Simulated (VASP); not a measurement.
A run of VASP 6.6.1 is set up as follows.

INCAR

```
PREC = Accurate
ENCUT = 600
EDIFF = 1E-7
ISMEAR = 1
SIGMA = 0.1
LREAL = False
LASPH = True
NELM = 150
ALGO = Normal
ISIF = 3
LWAVE = False
LCHARG = False
ISPIN = 2
MAGMOM = 4
LORBIT = 11
LMAXMIX = 4
METAGGA = R2SCAN
LMIXTAU = True
IBRION = 2
NSW = 90
EDIFFG = -0.005
AMIX = 0.2
BMIX = 1E-4
AMIX_MAG = 0.8
BMIX_MAG = 1E-4
```

The input KPOINTS:

```
Automatic mesh
0
Gamma
  18 18 18
```

The input POSCAR:

```
Fe                                      
1.0
   -1.4300815223      1.4300815223      1.4300815223
    1.4300815223     -1.4300815223      1.4300815223
    1.4300815223      1.4300815223     -1.4300815223
  Fe            
     1
Direct
     0.0000000000000000    0.0000000000000000    0.0000000000000000
```

Potentials or basis: VASP PAW PBE potentials, release 64 (Fe).

Run with:

```console
$ cat potpaw_PBE.64/Fe/POTCAR > POTCAR
$ mpirun -np 1 vasp_std > vasp.out
```

(1) Estimate the band gap on the k mesh.

(2) What does it give for the site moments?

(3) What does it give for the net moment?

Results:

(1) none (metal or under the smearing width).

(2) Fe +2.69 μB.

(3) 2.62 μB per cell.
